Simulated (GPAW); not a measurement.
# Fe6 on W4 110: which magnetic order is lowest, part 2 of 2

Does Fe6 on W4 110 prefer parallel or opposed moments, or none?

GPAW 26.7.0; PBE; plane waves with GPAW's PAW setups, scalar-relativistic.

So far. Step 2 (Start 1: ferro ++++++): After 59 cycles the largest moment stands at 2.77 μB.

## Step 3: Order 2, typed as ferri +++++-

Another pattern of signs weighs the neighbour shells otherwise.

The input, order2.py:

```python
import json
import numpy as np
from ase import Atoms
from ase.parallel import paropen, parprint
from gpaw import GPAW

atoms = Atoms(['W', 'W', 'W', 'W', 'Fe', 'Fe', 'Fe', 'Fe', 'Fe', 'Fe'],
    cell=[[1.5825, -2.237993, 0.0],
         [1.5825, 2.237993, 0.0],
         [0.0, 0.0, 28.9943]],
    scaled_positions=[[0.0, 0.0, 0.206937],
         [0.5, 0.5, 0.284113],
         [0.0, 0.0, 0.36129],
         [0.5, 0.5, 0.438466],
         [0.0, 0.0, 0.505782],
         [0.5, 0.5, 0.563238],
         [0.0, 0.0, 0.620694],
         [0.5, 0.5, 0.678151],
         [0.0, 0.0, 0.735607],
         [0.5, 0.5, 0.793063]],
    pbc=True,
    magmoms=[0.0, 0.0, 0.0, 0.0, 2.6, 2.6, 2.6, 2.6, 2.6, -2.6])
atoms.calc = GPAW(mode={'name': 'pw', 'ecut': 450},
    xc='PBE',
    kpts={'size': (18, 18, 1), 'gamma': True},
    occupations={'name': 'fermi-dirac', 'width': 0.05},
    convergence={'density': 1e-05, 'energy': 1e-05},
    maxiter=250,
    mixer={'name': 'pulay', 'beta': 0.03, 'nmaxold': 8, 'weight': 100},
    symmetry={'tolerance': 1e-4},
    txt='order2.txt')
e = atoms.get_potential_energy(force_consistent=True)
res = {'free_energy': e, 'energy_sigma0': atoms.get_potential_energy(), 'fermi_energy': atoms.calc.get_fermi_level()}
res['moments'] = atoms.get_magnetic_moments().tolist()
res['total'] = atoms.get_magnetic_moment()
parprint('site moments (muB):', np.round(res['moments'], 3))
parprint(f"total moment: {res['total']:.3f} muB")
parprint(f'free energy: {e:.6f} eV')
atoms.calc.write('order2.gpw')
with paropen('results.json', 'w') as f:
    json.dump(res, f)
```

Command:

```sh
$ OMP_NUM_THREADS=1 mpirun -n 8 gpaw python order2.py > order2.log
```

Numbers of over 12 decimals in the logs are rounded to 6 here.

The program printed:

```text
site moments (muB): [ 3.000e-03 -1.000e-03 -3.000e-03 -8.900e-02  2.107e+00  2.413e+00
  2.377e+00  2.397e+00  2.093e+00 -2.503e+00]
total moment: 8.615 muB
free energy: -95.841054 eV

--- order2.txt ---
Input parameters:
  mode=PW(ecut=450),
  convergence={'density': 1e-05, 'energy': 1e-05},
  kpts=MonkhorstPack(size=(18, 18, 1), gamma=True),
  maxiter=250,
  mixer=Pulay(name='pulay', nmaxold=8, beta=0.03, weight=100, sigma=0.015, g_ss=None),
  occupations=Occupations(name='fermi-dirac', width=0.05),
  symmetry=Symmetry(tolerance=0.0001),
  xc=XC(name='PBE')

Diagonalizing LCAO Hamiltonian
Converting LCAO to pw mode

           Fe

       Fe

           Fe

       Fe

           Fe

       Fe

           W

       W

           W

       W

Atoms  # Å, Bohr magnetons
|   | symbol |        x |        y |         z |    initial magnetic moments |
|---|--------|----------|----------|-----------|-----------------------------|
| 0 |      W | 0.000000 | 0.000000 |  5.999993 | ( 0.0000,  0.0000,  0.0000) |
| 1 |      W | 1.582500 | 0.000000 |  8.237658 | ( 0.0000,  0.0000,  0.0000) |
| 2 |      W | 0.000000 | 0.000000 | 10.475351 | ( 0.0000,  0.0000,  0.0000) |
| 3 |      W | 1.582500 | 0.000000 | 12.713015 | ( 0.0000,  0.0000,  0.0000) |
| 4 |     Fe | 0.000000 | 0.000000 | 14.664795 | ( 0.0000,  0.0000,  2.6000) |
| 5 |     Fe | 1.582500 | 0.000000 | 16.330692 | ( 0.0000,  0.0000,  2.6000) |
| 6 |     Fe | 0.000000 | 0.000000 | 17.996588 | ( 0.0000,  0.0000,  2.6000) |
| 7 |     Fe | 1.582500 | 0.000000 | 19.662514 | ( 0.0000,  0.0000,  2.6000) |
| 8 |     Fe | 0.000000 | 0.000000 | 21.328410 | ( 0.0000,  0.0000,  2.6000) |
| 9 |     Fe | 1.582500 | 0.000000 | 22.994307 | ( 0.0000,  0.0000, -2.6000) |

Unit cell  # Å
| periodic |        x |         y |         z |   lengths |     angles |
|----------|----------|-----------|-----------|-----------|------------|
|      yes | 1.582500 | -2.237993 |  0.000000 |  2.740970 |  90.000000 |
|      yes | 1.582500 |  2.237993 |  0.000000 |  2.740970 |  90.000000 |
|      yes | 0.000000 |  0.000000 | 28.994300 | 28.994300 | 109.471222 |

Number of symmetries: 4

BZ-sampling:
  Number of BZ points: 324
  Number of IBZ points: 91

  Monkhorst-Pack size: [18, 18, 1]
  Monkhorst-Pack shift: [0.027778, 0.027778, 0.0]

Plane wave coefficients: 4510
Cutoff: 450.000000 eV

Spin-components: 2 (collinear spins)
Bands:           73
Projectors:      60
Spin-degeneracy: 1
Datatype:        complex128

Parallelization:
  kpt:    8
  domain: 1
  band:   1

Density:
  Valence electrons: 104.0
  Components: 2
  Grid points: [ 14  14 144]
  Charge: 0.0  # |e|

Potential:
  Grid points: [ 14  14 144]

[... setups left out ...]
Reference energy: -1962803.414220  # eV

eigensolver:
  PPCG
  Converge bands: occupied
  niter=2

density mixing:
  Pulay-Mixer
  Linear mixing parameters: 0.03
  Old densities: 8
  Fourier metric: weight=100, sigma=0.015

occupation numbers:
  Fermi-Dirac:
    width: 0.0500  # eV

poisson solver:
  ecut: 3600.000000  # eV

xc functional:
  name: PBE with 2 nearest neighbor stencil

convergence criteria:
- Maximum integral of absolute [dens]ity change: 1e-05 electrons / valence electron
- Maximum [total energy] change in last 3 cyles: 1e-05 eV / valence electron
- Maximum integral of absolute [eigenst]ate change: 4e-08 eV^2 / valence electron
maximum number of iterations: 250

SCF iterations
|iter     |      energy | eigst |  dens |  magmom |
|---------|-------------|-------|-------|---------|
|iter:   1|       0s | -110.822913 | +0.27 |       | +10.4154|
|iter:   2|      16s | -509.615903 | +1.51 | -0.64 | +10.2588|
|iter:   3|      32s | -141.185671 | +0.70 | -0.17 | +10.2038|
|iter:   4|      48s |  -99.080556 | +0.13 | -0.48 | +10.2002|
|iter:   5|      65s |  -97.380006 | -0.67 | -0.87 | +10.1806|
|iter:   6|      82s |  -97.070089 | -1.32 | -1.04 | +10.1657|
|iter:   7|      98s |  -96.328158 | -1.91 | -1.09 | +10.1333|
|iter:   8|     114s |  -96.263743 | -2.77 | -1.15 | +10.1065|
|iter:   9|     130s |  -95.870193 | -1.97 | -1.17 |  +9.9792|
|iter:  10|     146s |  -95.593969 | -1.64 | -1.26 |  +9.8072|
[... 40 iterations left out ...]
|iter:  51|     707s |  -95.804586c| -7.92c| -4.60 |  +8.6164|
|iter:  52|     713s |  -95.804586c| -8.16c| -4.66 |  +8.6165|
|iter:  53|     720s |  -95.804584c| -8.42c| -4.72 |  +8.6164|
|iter:  54|     728s |  -95.804582c| -8.10c| -4.75 |  +8.6162|
|iter:  55|     736s |  -95.804581c| -8.21c| -4.79 |  +8.6160|
|iter:  56|     746s |  -95.804579c| -8.27c| -4.82 |  +8.6159|
|iter:  57|     754s |  -95.804578c| -8.46c| -4.82 |  +8.6156|
|iter:  58|     762s |  -95.804576c| -8.55c| -4.87 |  +8.6152|
|iter:  59|     771s |  -95.804576c| -8.74c| -4.94 |  +8.6150|
|iter:  60|     777s |  -95.804575c| -8.67c| -5.03c|  +8.6147|

Converged in 60 steps
Energy contributions relative to reference atoms: (reference = -1962803.414220)

Energy contributions:
  Kinetic:          72.893060
  Coulomb:         -71.017736
  Zero:              0.864132
  External:          0.000000
  Xc:              -98.507551
  Entropy:          -0.072959
  Spinorbit:         0.000000
  ----------------------------
  Free energy:     -95.841054
  Extrapolated:    -95.804575

dipole moment: (-46.850851, -0.000000, 0.062724)  # |e|*Ang

Total magnetic moment: (0.000000, 0.000000, 8.614723)

Local magnetic moments
|        x |        y |         z |
|----------|----------|-----------|
| 0.000000 | 0.000000 |  0.003024 |  # W    0
| 0.000000 | 0.000000 | -0.001380 |  # W    1
| 0.000000 | 0.000000 | -0.003164 |  # W    2
| 0.000000 | 0.000000 | -0.089385 |  # W    3
| 0.000000 | 0.000000 |  2.106760 |  # Fe   4
| 0.000000 | 0.000000 |  2.413135 |  # Fe   5
| 0.000000 | 0.000000 |  2.377445 |  # Fe   6
| 0.000000 | 0.000000 |  2.396803 |  # Fe   7
| 0.000000 | 0.000000 |  2.093286 |  # Fe   8
| 0.000000 | 0.000000 | -2.503167 |  # Fe   9

Fermi level: 6.387
Eigenvalues  # (at kpt = [-0.000, -0.000, 0.000])
| band index |      eig [eV] | occ [0-1] |      eig [eV] | occ [0-1] |
|------------|---------------|-----------|---------------|-----------|
|          0 |       -67.590 |     1.000 |       -67.590 |     1.000 |
|        ... |               |           |               |           |
|         45 |         4.899 |     1.000 |         6.048 |     0.999 |
|         46 |         4.967 |     1.000 |         6.300 |     0.851 |
|         47 |         5.004 |     1.000 |         6.398 |     0.445 |
|         48 |         5.033 |     1.000 |         6.469 |     0.162 |
|         49 |         5.033 |     1.000 |         6.697 |     0.002 |
|         50 |         5.115 |     1.000 |         7.010 |     0.000 |
|         51 |         5.368 |     1.000 |         7.084 |     0.000 |
|         52 |         5.378 |     1.000 |         7.108 |     0.000 |
|         53 |         5.477 |     1.000 |         7.121 |     0.000 |
|         54 |         5.715 |     1.000 |         7.196 |     0.000 |
|         55 |         5.835 |     1.000 |         7.233 |     0.000 |
|         56 |         5.857 |     1.000 |         7.389 |     0.000 |
|         57 |         6.055 |     0.999 |         7.500 |     0.000 |
|         58 |         6.614 |     0.011 |         7.501 |     0.000 |
|         59 |         6.682 |     0.003 |         7.530 |     0.000 |
|        ... |               |           |               |           |
|         72 |         9.262 |     0.000 |         9.175 |     0.000 |

No gap
No difference between direct/indirect transitions
```

Elapsed: 14 min, on 8 MPI ranks of Intel Xeon Platinum 8175M at 2.50GHz (Skylake/Cascade Lake), shared host; peak memory 2.9 GiB; 1.8 h of CPU time.

Spin moment in the augmentation sphere by atom:

| atom | spin moment in the augmentation sphere (μB) |
| --- | --- |
| W1 | 0.00 |
| W2 | 0.00 |
| W3 | 0.00 |
| W4 | -0.09 |
| Fe5 | 2.11 |
| Fe6 | 2.41 |
| Fe7 | 2.38 |
| Fe8 | 2.40 |
| Fe9 | 2.09 |
| Fe10 | -2.50 |

Read from the output:

- magnetization: 8.615 μB
- final state: ferrimagnetic

It lies 74.3 meV a seeded atom over the first start, and its largest moment is 2.50 μB against 2.77 μB.

## Step 4: Start 3: no spin polarisation

This run holds no moments, which gives a state to set the others against.

nospin.py is the script of step 3 with these lines changed:

```diff
@@ -20,4 +20,3 @@
          [0.5, 0.5, 0.793063]],
-    pbc=True,
-    magmoms=[0.0, 0.0, 0.0, 0.0, 2.6, 2.6, 2.6, 2.6, 2.6, -2.6])
+    pbc=True)
 atoms.calc = GPAW(mode={'name': 'pw', 'ecut': 450},
@@ -30,11 +29,7 @@
     symmetry={'tolerance': 1e-4},
-    txt='order2.txt')
+    txt='nospin.txt')
 e = atoms.get_potential_energy(force_consistent=True)
 res = {'free_energy': e, 'energy_sigma0': atoms.get_potential_energy(), 'fermi_energy': atoms.calc.get_fermi_level()}
-res['moments'] = atoms.get_magnetic_moments().tolist()
-res['total'] = atoms.get_magnetic_moment()
-parprint('site moments (muB):', np.round(res['moments'], 3))
-parprint(f"total moment: {res['total']:.3f} muB")
 parprint(f'free energy: {e:.6f} eV')
-atoms.calc.write('order2.gpw')
+atoms.calc.write('nospin.gpw')
 with paropen('results.json', 'w') as f:
```

Command:

```sh
$ OMP_NUM_THREADS=1 mpirun -n 8 gpaw python nospin.py > nospin.log
```

The program printed:

```text
free energy: -93.226209 eV

--- nospin.txt ---
Input parameters:
  mode=PW(ecut=450),
  convergence={'density': 1e-05, 'energy': 1e-05},
  kpts=MonkhorstPack(size=(18, 18, 1), gamma=True),
  maxiter=250,
  mixer=Pulay(name='pulay', nmaxold=8, beta=0.03, weight=100, sigma=0.015, g_ss=None),
  occupations=Occupations(name='fermi-dirac', width=0.05),
  symmetry=Symmetry(tolerance=0.0001),
  xc=XC(name='PBE')

[...]
|        ... |               |           |
|         48 |         5.790 |     2.000 |
|         49 |         5.830 |     1.999 |
|         50 |         5.904 |     1.998 |
|         51 |         5.907 |     1.997 |
[...]
|         61 |         6.811 |     0.000 |
|         62 |         7.002 |     0.000 |
|         63 |         7.456 |     0.000 |
|        ... |               |           |
|         66 |         8.263 |     0.000 |

No gap
No difference between direct/indirect transitions

[key lines of the parts left out:]
Free energy:     -93.226209
Converged in 56 steps
dipole moment: (-46.920536, 0.000000, 0.016701)  # |e|*Ang
Fermi level: 6.239
```

Run time: 7.8 min. Hardware: 8 MPI ranks; peak memory 2.3 GiB; 62 min of CPU time.

This step gave:

```
final state : non-magnetic (no spin polarisation)
```

It lies 510 meV a seeded atom over the first start.

## Step 5: The states side by side

These are free energies at a smearing of 0.05 eV, so its entropy term is in the differences. They are divided by the number of seeded atoms, so that cells of unlike size compare.

Orders:

```
               start    final state  typed order kept  energy over the lowest (meV a seeded atom)  largest site moment (μB)  net moment (μB a primitive cell)  mesh matched  CPU time (s)
        ferro ++++++  ferromagnetic               yes                                           0                     2.772                             14.24           yes          6830
        ferri +++++-  ferrimagnetic               yes                                       74.33                     2.503                             8.615           yes          6508
no spin polarisation   non-magnetic                 -                                       510.1                         0                                 0           yes          3727
```

## Step 6: Outcome

```yaml
lowest_state_found: ferromagnetic (typed ferro ++++++)
largest_site_moment: 2.77 μB
next_state: ferrimagnetic, 74.3 meV a seeded atom higher
energy_gained_by_spin_polarisation: 510 meV a seeded atom
```

**Reading.** The lowest state found is ferromagnetic, reached from the start ferro ++++++, with moments up to 2.77 μB. The next state costs 74 meV a seeded atom. This is the lowest of 3 finished starts, no proof of the ground state.

[Logs and program files are shortened in this print: banners, set-up blocks, solver, clock and traceback lines can be left out without a mark of their own.]

[Logs are printed without paths, hosts, clocks, repeated set-up lines and the standing remarks that a program may print on its own settings, such as how far it seeks lower states.]

[Hosts, paths, dates, database ids (printed as entryN), source tags and the programs' standing remarks are cut or masked in the printed files.]

[Where a cell is said to come from a database of computed structures, the database is the Materials Project.]
